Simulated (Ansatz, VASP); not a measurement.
## SiC in VASP and in Ansatz

```
Si C
1.0
     3.06039    0.00000    0.00000
    -1.53020    2.65038    0.00000
     0.00000    0.00000    5.02230
Si C
2 2
Cartesian
  0.0000 1.7669 0.0231
  1.5302 0.8835 2.5342
  0.0000 1.7669 1.9105
  1.5302 0.8835 4.4217
```

Alike in both runs: functional PBEsol; k mesh 8 × 8 × 6; no spin polarisation.

Ansatz relaxed the structure, and its values are those at the end. VASP's run is a single point on that final structure, the one shown.

|  | VASP | Ansatz |
| --- | --- | --- |
| version | VASP 6.6.1 | Ansatz 0.2.0 |
| potentials or method | VASP PAW PBE potentials, release 64 (Si, C), cutoff 520 eV | all-electron LAPW, scalar-relativistic |
| occupations | gaussian, width 0.01 eV | fixed |

VASP gave:

| Item | Value |
| --- | --- |
| gap on the k mesh at the Fermi level (eV) | 2.35 |
| pressure (GPa) | 3.8 |

Problem. Estimate Ansatz's values.

Solution. gap on the k mesh at the Fermi level (eV): 2.36; pressure (GPa): 3.4.

Ansatz ran all-electron here, so the differences hold the error of VASP's frozen core and of both bases.

Caveats: the PAW data sets were made with another functional, which shifts forces and pressure a little (VASP). Expect the measured gap to be larger: semilocal functionals such as PBEsol lack the derivative discontinuity. A k mesh can miss the band edges.
